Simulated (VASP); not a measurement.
# GaN, optical spectrum of independent particles: which settings are enough?

GaN, P6_3mc (no. 186), 4 atoms in the cell. LDA, independent-particle dielectric function; PAW potentials Ga_d, N (LDA set). VASP 6.6.1.

Wanted: ε at zero frequency, electronic within 1 %; spectrum (imaginary part of ε) within 10 %.

POSCAR:
```
GaN
1.0
    3.1800000000      0.0000000000      0.0000000000
   -1.5900000000      2.7539607840      0.0000000000
    0.0000000000      0.0000000000      5.1660000000
Ga N
2 2
Direct
    0.6666666667      0.3333333333      0.5000000000
    0.3333333333      0.6666666667      0.0000000000
    0.6666666667      0.3333333333      0.8750000000
    0.3333333333      0.6666666667      0.3750000000
```

The series start from Bands in all (NBANDS): 38; Plane-wave cutoff (eV): 450; Energy points: 2000; k mesh: 10 × 10 × 5; Precision mode: Accurate; Electronic algorithm: Normal. Each series keeps the choices made before it, and each single choice may use up half of a tolerance. Times cover all steps of a run.

## Bands in all (NBANDS)

| Bands in all (NBANDS) | ε at zero frequency, electronic | Spectrum (imaginary part of ε), largest deviation against the largest value | Time (s) |
|---|---|---|---|
| 24 | 5.493 | 17 % | 45 |
| 30 | 5.868 | 0.93 % | 44 |
| 38 | 5.933 | 0.86 % | 52 |
| 50 | 5.964 | 0.86 % | 52 |
| 66 | 5.985 | 0.8 % | 60 |
| 98 (reference) | 5.999 | 0 % | 75 |

Chosen: 66, the loosest value from which every tighter one stays within half of the tolerance.

## Plane-wave cutoff (eV)

| Plane-wave cutoff (eV) | ε at zero frequency, electronic | Spectrum (imaginary part of ε), largest deviation against the largest value | Time (s) |
|---|---|---|---|
| 240 | 6.555 | 30 % | 18 |
| 300 | 6.061 | 8.6 % | 22 |
| 360 | 6.015 | 3.1 % | 33 |
| 450 | 5.985 | 0.27 % | 60 |
| 540 (reference) | 5.987 | 0 % | 58 |

Chosen: 360.

## Energy points

| Energy points | ε at zero frequency, electronic | Spectrum (imaginary part of ε), largest deviation against the largest value | Time (s) |
|---|---|---|---|
| default | 6.015 | 1.7 % | 37 |
| 2000 | 6.015 | 0.19 % | 33 |
| 4000 (reference) | 6.015 | 0 % | 39 |

Chosen: default.

## k mesh

| k mesh | ε at zero frequency, electronic | Spectrum (imaginary part of ε), largest deviation against the largest value | Time (s) |
|---|---|---|---|
| 4 × 4 × 3 | 7.751 | 139 % | 20 |
| 6 × 6 × 3 | 6.544 | 59 % | 23 |
| 7 × 7 × 4 | 6.202 | 44 % | 26 |
| 10 × 10 × 5 | 6.015 | 26 % | 37 |
| 13 × 13 × 7 | 5.971 | 11 % | 49 |
| 16 × 16 × 9 (reference) | 5.963 | 0 % | 88 |

Chosen: 16 × 16 × 9; the next looser run is off by more than half of the tolerance, so convergence isn't shown beyond this value.

## Precision mode

| Precision mode | ε at zero frequency, electronic | Spectrum (imaginary part of ε), largest deviation against the largest value | Time (s) |
|---|---|---|---|
| Accurate | 5.963 | 0 % | 88 |
| Normal | 5.962 | 0.057 % | 65 |
| Single | 5.963 | 0.011 % | 93 |

Chosen: Normal; it saves 22.8 s of 88, so Accurate would do nearly as well.

## Electronic algorithm

| Electronic algorithm | ε at zero frequency, electronic | Spectrum (imaginary part of ε), largest deviation against the largest value | Time (s) |
|---|---|---|---|
| Normal | 5.962 | 0 % | 65 |
| Fast | 5.962 | 0.42 % | 66 |
| Exact | 5.962 | 0.78 % | 500 |

Chosen: Normal; no other choice that stays within half of the tolerance saves 30 % of the time.

## All choices together

| Input | ε at zero frequency, electronic | Spectrum (imaginary part of ε), largest deviation against the largest value | Time (s) |
|---|---|---|---|
| all settings of the optics step left to the defaults, ground-state mesh (naive) | 5.029 | 58 % | 45 |
| chosen settings | 5.962 | 2.4 % | 65 |
| reference settings throughout | 5.953 | 0 % | 184 |

The chosen settings stay within the tolerance of the reference run, but the reference itself isn't shown to be converged in: k mesh.

## The input

INCAR.step1:
```
SYSTEM = GaN
PREC = Normal
ENCUT = 360
ISMEAR = 0
SIGMA = 0.02
EDIFF = 1E-7
LASPH = .TRUE.
KPAR = 4
LWAVE = .FALSE.
LCHARG = .TRUE.
GGA = CA
```

INCAR.step2:
```
SYSTEM = GaN
PREC = Normal
ENCUT = 360
ISMEAR = 0
SIGMA = 0.05
EDIFF = 1E-6
LASPH = .TRUE.
KPAR = 4
LWAVE = .FALSE.
LCHARG = .FALSE.
ICHARG = 11
LOPTICS = .TRUE.
NBANDS = 66
CSHIFT = 0.1
ALGO = Normal
GGA = CA
```

KPOINTS.step1:
```
k-points
0
Gamma
  10 10 5
```

KPOINTS.step2:
```
Automatic mesh
0
Gamma
  16 16 9
  0 0 0
```

Commands (each step's output is kept before the next begins):
```
cat potpaw_LDA.64/Ga_d/POTCAR potpaw_LDA.64/N/POTCAR > POTCAR
cp INCAR.step1 INCAR
cp KPOINTS.step1 KPOINTS
mpirun -np 4 vasp_std > vasp.out
cp INCAR.step2 INCAR
cp KPOINTS.step2 KPOINTS
mpirun -np 4 vasp_std > vasp.out
```

Limits: The pull between electron and hole is left out; the onset follows the functional's gap, which semilocal functionals usually make too small.

The chosen input took VASP 6.6.1 65 s on 4 cores (AMD EPYC 7R43 (Zen 3)), a shared host.

## An input that fails: CSHIFT 1.5

It runs to its end, but against the unchanged starting input it is off by 5 % in the ε at zero frequency, electronic, 44 % in the spectrum (imaginary part of ε).

Changes against the starting input:
```
(step 2)
- CSHIFT = 0.1
+ CSHIFT = 1.5
```
